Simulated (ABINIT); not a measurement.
TaN in ABINIT: convergence with cutoff

Input of the first run (cutoff 26.5 Ha); the others differ in this setting and in those tied to it:

File run.abi:

```
pp_dirpath "./"
pseudos "Ta.upf, N.upf"

acell 5.8233293905 5.8233293905 5.8233293905
rprim
     0.0000000000     0.7071067812     0.7071067812
     0.7071067812     0.0000000000     0.7071067812
     0.7071067812     0.7071067812     0.0000000000
ntypat 2
znucl 73 7
natom 2
typat 1 2
xred
     0.5000000000     0.5000000000     0.5000000000
     0.0000000000     0.0000000000     0.0000000000

ecut 26.5

kptopt 1
ngkpt 8 8 8
nshiftk 1
shiftk 0.0 0.0 0.0

ixc 11

nband 20
occopt 3
tsmear 0.00367493

nstep 100
tolvrs 1.0e-10

iomode 3
prtwf 0
prtden 0
prteig 0
prtebands 0
enunit 2
```

Potentials or basis: PseudoDojo NC SR PBE v0.4 stringent.

Command:

```sh
$ abinit run.abi > log 2>&1
```

Hardware: 1 thread of Intel(R) Xeon(R) Platinum 8375C CPU @ 2.90GHz (Ice Lake), with other jobs on the host.

**Question.** The values tried are 26.5 Ha, 33 Ha, 39.5 Ha, 46 Ha, 56 Ha, 66 Ha, 76 Ha, 89 Ha, 105.5 Ha, loosest first. From which on does the pressure stay within 0.1 GPa of the tightest run that finished?

**Answer.** From 66 Ha on.

| cutoff | energy less the tightest run, at zero smearing (meV/atom) | pressure (GPa) | SCF cycles | CPU time (s) | peak memory (GiB) |
| --- | --- | --- | --- | --- | --- |
| 26.5 Ha | 180035.02 | -6111.60 | 14 | 28 | 0.06 |
| 33 Ha | 71081.55 | -3976.73 | 12 | 34 | 0.07 |
| 39.5 Ha | 20664.48 | -1844.08 | 14 | 53 | 0.07 |
| 46 Ha | 3966.44 | -535.75 | 16 | 65 | 0.08 |
| 56 Ha | 101.51 | -12.87 | 16 | 140 | 0.09 |
| 66 Ha | 0.54 | 14.30 | 16 | 140 | 0.1 |
| 76 Ha | 0.28 | 14.33 | 16 | 190 | 0.12 |
| 89 Ha | 0.15 | 14.33 | 16 | 240 | 0.14 |
| 105.5 Ha | 0.00 | 14.33 | 16 | 340 | 0.16 |

Against the tightest run, the energy stays within 1 meV/atom from 66 Ha on. The tightest run that finished is the yardstick and may itself not be fully converged.

Caveat, for the tightest run too: the highest band is partly filled, so the run has too few bands. Spin-orbit coupling is left out, which matters for the levels of Ta.
